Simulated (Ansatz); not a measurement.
**A faulty run on random wurtzite alloy of AlN and GaN (72 atoms)**

Program: Ansatz 0.2.0. The cell: 32 Al, 36 N and 4 Ga.

The input, input.yaml:

```yaml
crystal:
  lattice:
    - [9.3618, 0.0, 0.0]
    - [-4.6809, 8.10756, 0.0]
    - [0.0, 0.0, 10.0092]
  atoms:
    - { symbol: Al, position: [0.00177, 0.00213, 0.00108] }
    - { symbol: "N", position: [0.11097, 0.22513, 0.05968] }
    - { symbol: Al, position: [0.11106, 0.22216, 0.24809] }
    - { symbol: "N", position: [0.99673, 0.00159, 0.30812] }
    - { symbol: Al, position: [0.00145, 0.00162, 0.49911] }
    - { symbol: "N", position: [0.10948, 0.22447, 0.5597] }
    - { symbol: Al, position: [0.11061, 0.22398, 0.74719] }
    - { symbol: "N", position: [0.00302, 0.00476, 0.80833] }
    - { symbol: Al, position: [0.99934, 0.33641, 0.00045] }
    - { symbol: "N", position: [0.10472, 0.55225, 0.05949] }
    - { symbol: Al, position: [0.1087, 0.55463, 0.24848] }
    - { symbol: "N", position: [0.9988, 0.33458, 0.31005] }
    - { symbol: Ga, position: [0.00177, 0.33781, 0.49639] }
    - { symbol: "N", position: [0.11027, 0.55477, 0.56044] }
    - { symbol: Al, position: [0.10676, 0.55209, 0.74992] }
    - { symbol: "N", position: [0.99953, 0.33499, 0.80857] }
    - { symbol: Al, position: [0.99623, 0.66496, 0.9973] }
    - { symbol: "N", position: [0.11083, 0.88757, 0.05756] }
    [... 48 atom lines left out ...]
    - { symbol: Ga, position: [0.77631, 0.88643, 0.24941] }
    - { symbol: "N", position: [0.66816, 0.66563, 0.30907] }
    - { symbol: Al, position: [0.66676, 0.66085, 0.50291] }
    - { symbol: "N", position: [0.78009, 0.88808, 0.55549] }
    - { symbol: Al, position: [0.77718, 0.88966, 0.74872] }
    - { symbol: "N", position: [0.66418, 0.66568, 0.80934] }
kpoints:
  Mp_grid: { grid: [1, 1, 1] }
hamiltonian:
  xc: pbe
scf:
  occupations: { method: fixed }
  max_iter: 60
output:
  forces: true
```

Started as:

```sh
ansatz run input.yaml --threads 4 --pin off --max-ram 8192MiB --backend cpu --events-out ev --progress --plain --runs-dir out
```

What it wrote:

```text
Error: YAML parse error: error: line 80 column 3: unknown field `Mp_grid`, expected one of mp_grid, list, band_path, initial_grid, further_shifts
  --> <input>:80:3
   |
78 |     - { symbol: "N", position: [0.66418, 0.66568, 0.80934] }
79 | kpoints:
80 |   Mp_grid: { grid: [1, 1, 1] }
   |   ^ unknown field `Mp_grid`, expected one of mp_grid, list, band_path, initial_grid, further_shifts
81 | hamiltonian:
82 |   xc: pbe
   |
```

The job ended after 0.03 s (4 threads of Arm Neoverse V1, shared host; peak memory 0.021 GiB).

**Question.** What is wrong with this input, and how is it mended?

A misspelt key: kpoints.mp_grid = "Mp_grid".

The fix is to spell the key as the program knows it.

The program refused it before any cycle.

[Logs are printed without paths, hosts, clocks, repeated set-up lines and the standing remarks that a program may print on its own settings, such as how far it seeks lower states.]

[Hosts, paths, dates, database ids (printed as entryN), source tags and the programs' standing remarks are cut or masked in the printed files.]
